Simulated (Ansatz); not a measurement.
# Relaxing B

Level of theory: Ansatz, DFT PBE, scalar-relativistic, plane waves, PAW. Cutoff 420 eV, Γ-centred k mesh, Gaussian smearing, no spin polarisation in the final step.

The start is a random cell of B with space group P3_112 (No. 151), drawn with lower limits on the distances.

```xyz
6
Lattice="3.9505 0.0000 0.0000 -1.9753 3.4213 0.0000 0.0000 0.0000 3.8179" Properties=species:S:1:pos:R:3 pbc="T T T"
B    -0.6584    1.1404    2.7466
B    -1.3168    2.2808    1.0713
B     1.3168    0.0000    1.4740
B     0.6584    1.1404    2.3439
B     2.6337    0.0000    3.6165
B     1.3168    2.2808    0.2013
```

Cell and atoms relax at zero pressure; the relaxation can't lower the symmetry of the start. After a coarse first stage the cell is made exact in the group found at 0.06 Å.

Energies count from the standard state of B at the same level.

(1) What does it relax into?

(2) What are its volume, energy, density and gap?

## Answers

(1) It ends in P6_122 (No. 178). Conventional cell: a = 4.177 Å, c = 3.151 Å. B is coordinated by 2 B at 1.70 Å and 2 B at 1.84 Å.

```cif
data_structure
_symmetry_space_group_name_H-M 'P6_122'
_symmetry_Int_Tables_number 178
_cell_length_a 4.1770
_cell_length_b 4.1770
_cell_length_c 3.1510
_cell_angle_alpha 90.000
_cell_angle_beta 90.000
_cell_angle_gamma 120.000
_cell_volume 47.61
loop_
_atom_site_label
_atom_site_type_symbol
_atom_site_symmetry_multiplicity
_atom_site_Wyckoff_symbol
_atom_site_fract_x
_atom_site_fract_y
_atom_site_fract_z
_atom_site_occupancy
B1 B 6 a 0.00000 0.42237 0.33333 1
```

(2) The volume per atom is 7.94 Å³. The density is 2.26 g/cm³. The energy over the standard structure is 0.86 eV/atom and the gap on the 12×12×12 mesh is 0 eV (a metal).

The final run used a 12×12×12 mesh on its 6-atom cell and 0.10 eV smearing. For metals, differences of a few meV/atom aren't resolved. A structure relaxed within its symmetry needn't be a true minimum.